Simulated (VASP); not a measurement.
# ZnCu (Pm-3m) in VASP: a series of runs

One crystal, ZnCu, is run at these levels: r2SCAN; tasks: single point, relaxation of cell and atoms.

Program: VASP 6.6.1. These are calculated values, not measurements. Logs are shortened: lines on timing, memory, paths and dates and some standing lists are left out, and cuts for length are marked.

## (1) The crystal as given

Symmetry: Pm-3m, No. 221, cubic system. The conventional cell has a = 2.922 Å, b = 2.922 Å, c = 2.922 Å, α = 90.00°, β = 90.00°, γ = 90.00°. Zn (site symmetry m-3m) is surrounded by 8 Cu at 2.53 Å. Cu (site symmetry m-3m) is surrounded by 8 Zn at 2.53 Å.

## (2) Single point, r2SCAN

POSCAR

```
ZnCu
1.0
    2.9220196856      0.0000000000      0.0000000000
    0.0000000000      2.9220196856      0.0000000000
    0.0000000000      0.0000000000      2.9220196856
Zn Cu
1 1
Direct
    0.5000000000      0.5000000000      0.5000000000
    0.0000000000      0.0000000000      0.0000000000
```

INCAR.step1

```
PREC = Accurate ; ENCUT = 520
ISMEAR = -1 ; SIGMA = 0.02
LREAL = False ; LASPH = True
NELM = 80 ; NBANDS = 18
GGA = PE ; ALGO = Normal
EDIFF = 1E-4 ; LWAVE = True
LCHARG = False
```

INCAR.step2

```
PREC = Accurate ; ENCUT = 520
EDIFF = 1E-6 ; ISMEAR = -1
SIGMA = 0.02 ; LREAL = False
LASPH = True ; NELM = 80
ALGO = Normal ; ISIF = 2
LWAVE = False ; LCHARG = False
METAGGA = R2SCAN ; LMIXTAU = True
NBANDS = 18 ; ISTART = 1
```

KPOINTS

```
Automatic mesh
0
Gamma
  8 8 8
```

Potentials or basis: VASP PAW PBE potentials, release 64 (Zn, Cu).

Started as:

```bash
> cat potpaw_PBE.64/Zn/POTCAR potpaw_PBE.64/Cu/POTCAR > POTCAR
> cp INCAR.step1 INCAR
> mpirun -np 1 vasp_std > vasp.out
> cp INCAR.step2 INCAR
> mpirun -np 1 vasp_std > vasp.out
```

OUTCAR:

```text
PREC = Accurate
   ENCUT = 520
   EDIFF = 1E-6
   ISMEAR = -1
   LREAL = False
   LASPH = True
   NELM = 80
   ISIF = 2
   METAGGA = R2SCAN
   ISTART = 1

 ion  position               nearest neighbor table
   1  0.500  0.500  0.500-   2 2.53   2 2.53   2 2.53   2 2.53   2 2.53   2 2.53   2 2.53   2 2.53

   2  0.000  0.000  0.000-   1 2.53   1 2.53   1 2.53   1 2.53   1 2.53   1 2.53   1 2.53   1 2.53

  LATTYP: Found a simple cubic cell.
 ALAT       =     2.9220196856

  Lattice vectors:

 A1 = (   2.9220196856,   0.0000000000,   0.0000000000)
 A2 = (   0.0000000000,   2.9220196856,   0.0000000000)
 A3 = (   0.0000000000,   0.0000000000,   2.9220196856)

Analysis of symmetry for initial positions (statically):
=====================================================================
 Subroutine PRICEL returns:
 Original cell was already a primitive cell.

 Routine SETGRP: Setting up the symmetry group for a
 simple cubic supercell.

 Subroutine GETGRP returns: Found 48 space group operations
 (whereof 48 operations were pure point group operations)
 out of a pool of 48 trial point group operations.

The static configuration has the point symmetry O_h .

Analysis of symmetry for dynamics (positions and initial velocities):
=====================================================================
 Subroutine PRICEL returns:
 Original cell was already a primitive cell.

 Routine SETGRP: Setting up the symmetry group for a
 simple cubic supercell.

 Subroutine GETGRP returns: Found 48 space group operations
 (whereof 48 operations were pure point group operations)
 out of a pool of 48 trial point group operations.

The dynamic configuration has the point symmetry O_h .

 Subroutine INISYM returns: Found 48 space group operations
 (whereof 48 operations are pure point group operations),
 and found     1 'primitive' translations

----------------------------------------------------------------------------------------

                                     Primitive cell

  volume of cell :      24.9488

  direct lattice vectors                    reciprocal lattice vectors
     2.922019686  0.000000000  0.000000000     0.342229043  0.000000000  0.000000000
     0.000000000  2.922019686  0.000000000     0.000000000  0.342229043  0.000000000
     0.000000000  0.000000000  2.922019686     0.000000000  0.000000000  0.342229043

  length of vectors
     2.922019686  2.922019686  2.922019686     0.342229043  0.342229043  0.342229043

  position of ions in fractional coordinates (direct lattice)
     0.500000000  0.500000000  0.500000000
     0.000000000  0.000000000  0.000000000

  ion indices of the primitive-cell ions
   primitive index   ion index
                 1           1
                 2           2

----------------------------------------------------------------------------------------

 KPOINTS: Automatic mesh

Automatic generation of k-mesh.
 Grid dimensions read from file:
 generate k-points for:    8    8    8

 Generating k-lattice:

  Cartesian coordinates                     Fractional coordinates (reciprocal lattice)
     0.042778630  0.000000000  0.000000000     0.125000000  0.000000000  0.000000000
     0.000000000  0.042778630  0.000000000     0.000000000  0.125000000  0.000000000
     0.000000000  0.000000000  0.042778630     0.000000000  0.000000000  0.125000000

  Length of vectors
     0.042778630  0.042778630  0.042778630

  Shift w.r.t. Gamma in fractional coordinates (k-lattice)
     0.000000000  0.000000000  0.000000000

 Subroutine IBZKPT returns following result:
 ===========================================

 Found     35 irreducible k-points:

 Following reciprocal coordinates:
            Coordinates               Weight
  0.000000  0.000000  0.000000      1.000000
  0.125000  0.000000  0.000000      6.000000
  0.250000  0.000000  0.000000      6.000000
  0.375000  0.000000  0.000000      6.000000
  0.500000  0.000000  0.000000      3.000000
  0.125000  0.125000  0.000000     12.000000
[... 16 lines left out ...]
  0.375000  0.375000  0.125000     24.000000
  0.500000  0.375000  0.125000     24.000000
 [... further k-points ...]
   k-points           NKPTS =     35   k-points in BZ     NKDIM =     35   number of bands    NBANDS=     18
   number of dos      NEDOS =    301   number of ions     NIONS =      2
   total plane-waves  NPLWV =  13824
   dimension x,y,z NGX =    24 NGY =   24 NGZ =   24
   dimension x,y,z NGXF=    48 NGYF=   48 NGZF=   48
   ions per type =               1   1
   NGX,Y,Z   is equivalent  to a cutoff of  13.65, 13.65, 13.65 a.u.
   NGXF,Y,Z  is equivalent  to a cutoff of  27.31, 27.31, 27.31 a.u.
 SYSTEM =  unknown system
   PREC   = accura    normal or accurate (medium, high low for compatibility)
   ISTART =      1    job   : 0-new  1-cont  2-samecut
   ICHARG =      0    charge: 1-file 2-atom 10-const
   ISPIN  =      1    spin polarized calculation?
   LNONCOLLINEAR =      F non collinear calculations
   LSORBIT =      F    spin-orbit coupling
   LASPH  =      T    aspherical Exc in radial PAW
   ENCUT  =  520.0 eV  38.22 Ry    6.18 a.u.   5.43  5.43  5.43*2*pi/ulx,y,z
   NELM   =     80;   NELMIN=  2; NELMDL=  0     # of ELM steps
   EDIFF  = 0.1E-05   stopping-criterion for ELM
   LREAL  =      F    real-space projection
   EDIFFG = 0.1E-04   stopping-criterion for IOM
   NSW    =      0    number of steps for IOM
   IBRION =     -1    ionic relax: 0-MD 1-quasi-New 2-CG
   NFREE  =      0    steps in history (QN), initial steepest desc. (CG)
   ISIF   =      2    stress and relaxation
   ISYM   =      2    0-nonsym 1-usesym 2-fastsym
   POTIM  = 0.5000    time-step for ionic-motion
   TEBEG  =    0.0;   TEEND  =   0.0 temperature during run
   PSTRESS=    0.0 pullay stress
   NELECT =      23.0000    total number of electrons
   NUPDOWN=      -1.0000    fix difference up-down
   EMIN   =  10.00;   EMAX   =-10.00  energy-range for DOS
   EFERMI =   0.00;   METHOD = LEGACY
   ISMEAR =    -1;   SIGMA  =   0.02  broadening in eV -4-tet -1-fermi 0-gaus
   EFERMI_NEDOS =   21; number of points for ismear=-14 and -15
   IALGO  =     38    algorithm
   IMIX   =      4    mixing-type and parameters
     AMIX     =   0.40;   BMIX     =  1.00
     AMIX_MAG =   1.60;   BMIX_MAG =  1.00
  volume/ion in A,a.u.               =      12.47        84.18
  Fermi-wavevector in a.u.,A,eV,Ry     =   1.593313  3.010924 34.540360  2.538645
  Thomas-Fermi vector in A             =   2.691562
   LORBIT       =      0    0 simple, 1 ext, 2 COOP (PROOUT), +10 PAW based schemes
   METAGGA = R2SCAN    functional components
   LHFCALC =     F    Hartree Fock is set to
   AEXX    =    0.0000 exact exchange contribution
   IVDW    =     0    specifies the selected vdW correction
   LEPSILON=     F    determine dielectric tensor
   LRPA    =     F    only Hartree local field effects (RPA)
 non-spin polarized calculation
  energy-cutoff  :      520.00
  volume of cell :       24.95
 maximum number of plane-waves:       691
 NGX is ok and might be reduce to    24
   NGX = 11   NGY = 11   NGZ = 11

 number of electron      22.9999986 magnetization

 Free energy of the ion-electron system (eV)
  ---------------------------------------------------
  ext. energy  EPLUGINS =         0.00000000
  ---------------------------------------------------
  free energy    TOTEN  =       -19.94695329 eV

  energy without entropy =      -19.94644108  energy(sigma->0) =      -19.94669718

 E-fermi :   5.3083     XC(G=0): -13.6764

 val. band max:        5.2346384099   @ k =   0.3750   0.2500   0.1250
 cond. band min:       5.4066323646   @ k =   0.3750   0.3750   0.1250
 fundamental gap:      0.1719939547
 Fermi energy:         5.3083465919

 k-point     1 :       0.0000    0.0000    0.0000
  band No.  band energies     occupation
      1      -5.3538      2.00000
      2      -2.6497      2.00000
      3      -2.6497      2.00000
      4      -1.8793      2.00000
      5      -1.8793      2.00000
      6      -1.8793      2.00000
[... 10 lines left out ...]
     17      19.1526      0.00000
     18      30.2793      0.00000

 k-point     2 :       0.1250    0.0000    0.0000
  band No.  band energies     occupation
      1      -5.0550      2.00000
      2      -2.6142      2.00000
      3      -2.5857      2.00000
      4      -1.9053      2.00000
      5      -1.9053      2.00000
      6      -1.8665      2.00000
[... 10 lines left out ...]
     17      21.0654      0.00000
     18      27.7921      0.00000

 k-point     3 :       0.2500    0.0000    0.0000
  band No.  band energies     occupation
      1      -4.1976      2.00000
      2      -2.5266      2.00000
      3      -2.4020      2.00000
      4      -1.9679      2.00000
      5      -1.9679      2.00000
      6      -1.8353      2.00000
[... 10 lines left out ...]
     17      24.6391      0.00000
     18      24.6394      0.00000

 k-point     4 :       0.3750    0.0000    0.0000
  band No.  band energies     occupation
      1      -3.0812      2.00000
      2      -2.4361      2.00000
      3      -2.0299      2.00000
      4      -2.0299      2.00000
      5      -1.9481      2.00000
      6      -1.8036      2.00000
[... 10 lines left out ...]
     17      21.3564      0.00000
     18      21.3564      0.00000

 k-point     5 :       0.5000    0.0000    0.0000
  band No.  band energies     occupation
      1      -2.6893      2.00000
      2      -2.3977      2.00000
      3      -2.0554      2.00000
      4      -2.0554      2.00000
      5      -1.7904      2.00000
      6      -0.9138      2.00000
[... 10 lines left out ...]
     17      19.5742      0.00000
     18      21.0548      0.00000

 k-point     6 :       0.1250    0.1250    0.0000
  band No.  band energies     occupation
      1      -4.7618      2.00000
      2      -2.5701      2.00000
      3      -2.5340      2.00000
      4      -1.9319      2.00000
      5      -1.9187      2.00000
      6      -1.8751      2.00000
[... 10 lines left out ...]
     17      21.7914      0.00000
     18      24.4522      0.00000

 k-point     7 :       0.2500    0.1250    0.0000
  band No.  band energies     occupation
      1      -3.9317      2.00000
      2      -2.4872      2.00000
      3      -2.3638      2.00000
      4      -1.9789      2.00000
      5      -1.9747      2.00000
      6      -1.8679      2.00000
[... 10 lines left out ...]
     17      21.5512      0.00000
     18      24.8685      0.00000

 k-point     8 :       0.3750    0.1250    0.0000
  band No.  band energies     occupation
      1      -2.9234      2.00000
      2      -2.3994      2.00000
      3      -2.2291      2.00000
      4      -2.0441      2.00000
      5      -1.8553      2.00000
      6      -1.6324      2.00000
[... 10 lines left out ...]
     17      21.6092      0.00000
     18      22.6685      0.00000
[... 229 lines left out ...]
     17      23.7511      0.00000
     18      24.1679      0.00000

 k-point    20 :       0.2500    0.2500    0.1250
  band No.  band energies     occupation
      1      -3.0334      2.00000
      2      -2.3751      2.00000
      3      -2.2051      2.00000
      4      -2.0492      2.00000
      5      -2.0411      2.00000
      6      -1.7874      2.00000
[... 10 lines left out ...]
     17      22.1248      0.00000
     18      22.2855      0.00000

 k-point    21 :       0.3750    0.2500    0.1250
  band No.  band energies     occupation
      1      -2.6240      2.00000
      2      -2.3811      2.00000
      3      -2.1501      2.00000
      4      -2.0820      2.00000
      5      -2.0198      2.00000
      6      -0.9167      2.00000
[... 10 lines left out ...]
     17      22.7816      0.00000
     18      23.3252      0.00000

 k-point    22 :       0.5000    0.2500    0.1250
  band No.  band energies     occupation
      1      -2.5557      2.00000
      2      -2.3790      2.00000
      3      -2.1851      2.00000
      4      -2.0608      2.00000
      5      -2.0132      2.00000
      6       0.3514      2.00000
[... 10 lines left out ...]
     17      23.2726      0.00000
     18      24.2183      0.00000

 k-point    23 :       0.3750    0.3750    0.1250
  band No.  band energies     occupation
      1      -2.6929      2.00000
      2      -2.3888      2.00000
      3      -2.1737      2.00000
      4      -2.1475      2.00000
      5      -1.7865      2.00000
      6      -0.0101      2.00000
[... 10 lines left out ...]
     17      20.1384      0.00000
     18      23.1118      0.00000

 k-point    24 :       0.5000    0.3750    0.1250
  band No.  band energies     occupation
      1      -2.7363      2.00000
      2      -2.3843      2.00000
      3      -2.2079      2.00000
      4      -2.1669      2.00000
      5      -1.6987      2.00000
      6       0.6006      2.00000
[... 10 lines left out ...]
     17      21.1930      0.00000
     18      22.1718      0.00000

 [... further k-points ...]

------------------------ aborting loop because EDIFF is reached ----------------------------------------

  FORCE on cell =-STRESS in cart. coord.  units (eV):
  Direction    XX          YY          ZZ          XY          YZ          ZX
  --------------------------------------------------------------------------------------
  -------------------------------------------------------------------------------------
  Total        0.1000811      0.1000811      0.1000811      0.0000000      0.0000000     -0.0000000
  in kB        6.4270739      6.4270739      6.4270739      0.0000000      0.0000000     -0.0000000
  external PRESSURE =       6.4270739 kB  Pullay stress =       0.0000000 kB

 VOLUME and BASIS-vectors are now :
 -----------------------------------------------------------------------------
  energy-cutoff  :      520.00
  volume of cell :       24.95
      direct lattice vectors                 reciprocal lattice vectors
     2.922019686  0.000000000  0.000000000     0.342229043  0.000000000  0.000000000
     0.000000000  2.922019686  0.000000000     0.000000000  0.342229043  0.000000000
     0.000000000  0.000000000  2.922019686     0.000000000  0.000000000  0.342229043

 POSITION                                       TOTAL-FORCE (eV/Angst)
 -----------------------------------------------------------------------------------
      1.46101      1.46101      1.46101         0.000000      0.000000      0.000000
      0.00000      0.00000      0.00000         0.000000      0.000000      0.000000
 -----------------------------------------------------------------------------------
    total drift:                                0.000000      0.000000     -0.000000

  FREE ENERGIE OF THE ION-ELECTRON SYSTEM (eV)
  ---------------------------------------------------
  free  energy   TOTEN  =       -19.9469532865 eV

  energy  without entropy=      -19.9464410813  energy(sigma->0) =      -19.94669718
```

It took 29 s on 1 thread of Intel Xeon Platinum 8559C (Emerald Rapids), shared host; peak memory 0.14 GiB.

Results:

- Free energy: -19.9470 eV
- Pressure: 0.6 GPa
- Band gap on the k mesh: none (metal or under the smearing width)

Caveat: the PAW data sets were made with another functional, which shifts forces and pressure a little.

## (3) Relaxation of cell and atoms, r2SCAN

This run uses another cell than the first one, of 13.05 Å³/atom, 1.047 times its volume.

POSCAR

```
ZnCu
1.0
    2.9666550863      0.0000000000      0.0000000000
    0.0000000000      2.9666550863      0.0000000000
    0.0000000000      0.0000000000      2.9666550863
Zn Cu
1 1
Direct
    0.5000000000      0.5000000000      0.5000000000
    0.0000000000      0.0000000000      0.0000000000
```

INCAR.step1

```
PREC     = Accurate       # precision mode
ENCUT    = 600            # plane-wave cutoff, eV
ISMEAR   = -1             # smearing method
SIGMA    = 0.02           # smearing width, eV
LREAL    = F              # projectors in reciprocal space
LASPH    = T              # aspherical terms in the spheres
NELM     = 100            # most SCF steps
GGA      = PE             # functional
ALGO     = Normal         # electronic algorithm
EDIFF    = 1E-4           # SCF threshold, eV
LWAVE    = T              # write WAVECAR
LCHARG   = F              # write CHGCAR
```

INCAR.step2

```
PREC     = Accurate       # precision mode
ENCUT    = 600            # plane-wave cutoff, eV
EDIFF    = 1E-6           # SCF threshold, eV
ISMEAR   = -1             # smearing method
SIGMA    = 0.02           # smearing width, eV
LREAL    = F              # projectors in reciprocal space
LASPH    = T              # aspherical terms in the spheres
NELM     = 100            # most SCF steps
ALGO     = Normal         # electronic algorithm
ISIF     = 3              # what is computed and relaxed
LWAVE    = F              # write WAVECAR
LCHARG   = F              # write CHGCAR
METAGGA  = R2SCAN         # meta-GGA
LMIXTAU  = T            
IBRION   = 2              # ionic algorithm
NSW      = 80             # ionic steps
EDIFFG   = -0.005         # ionic threshold
ISTART   = 1
```

KPOINTS is that of step 2.

Potentials or basis: VASP PAW PBE potentials, release 64 (Zn, Cu).

Started as:

```bash
> cat potpaw_PBE.64/Zn/POTCAR potpaw_PBE.64/Cu/POTCAR > POTCAR
> cp INCAR.step1 INCAR
> mpirun -np 1 vasp_std > vasp.out
> cp INCAR.step2 INCAR
> mpirun -np 1 vasp_std > vasp.out
```

It took 90 s on 1 thread of Intel Xeon Platinum 8559C (Emerald Rapids), shared host; peak memory 0.15 GiB.

It converged, with:

```yaml
Free_energy: -19.9489 eV
Relaxed_volume: 12.53 Å³/atom
Relaxed_cell: a = 2.926 Å, b = 2.926 Å, c = 2.926 Å, α = 90.00°, β = 90.00°, γ = 90.00°
Space_group_after_relaxing_to_0.05_Å: Pm-3m (No. 221)
Energy_gained_by_relaxing: 8.6 meV/atom
Ionic_steps: 5
Pressure_after_relaxing: 0.1 GPa
Band_gap_on_the_k_mesh: none (metal or under the smearing width)
```

Step by step:
```csv
step,energy change (eV),largest force (eV/Å),pressure (GPa),volume (Å³)
1,0.0000,0.0000,-4.80,26.11
2,-0.0150,0.0000,2.16,24.66
3,-0.0172,0.0000,0.15,25.03
4,-0.0172,0.0000,-0.07,25.06
5,-0.0172,0.0000,0.05,25.06
```

Final structure:
```
Zn Cu
1.0
     2.92629    0.00000    0.00000
     0.00000    2.92629    0.00000
     0.00000    0.00000    2.92629
Zn Cu
1 1
Cartesian
  1.4631 1.4631 1.4631
  0.0000 0.0000 2.9263
```

Levels at points of the mesh, in eV from the Fermi level:
```
           k point  band 7  band 8  band 9  band 10  band 11  band 12  band 13  band 14  band 15
(0.00, 0.00, 0.00)   -3.48   -3.48   -2.57    -2.57    -2.57     6.98     6.98     6.98    11.92
(0.50, 0.00, 0.00)   -5.09   -3.61   -3.15    -3.15    -2.65    -1.80    12.80    12.80    13.38
(0.50, 0.50, 0.00)   -3.27   -2.73   -2.73    -2.34    -1.78    -1.78     2.31     2.64    15.29
(0.50, 0.50, 0.50)   -4.24   -4.24   -2.32    -2.32     4.81     4.81     4.81     4.81     5.03
```

Caveat: the PAW data sets were made with another functional, which shifts forces and pressure a little.
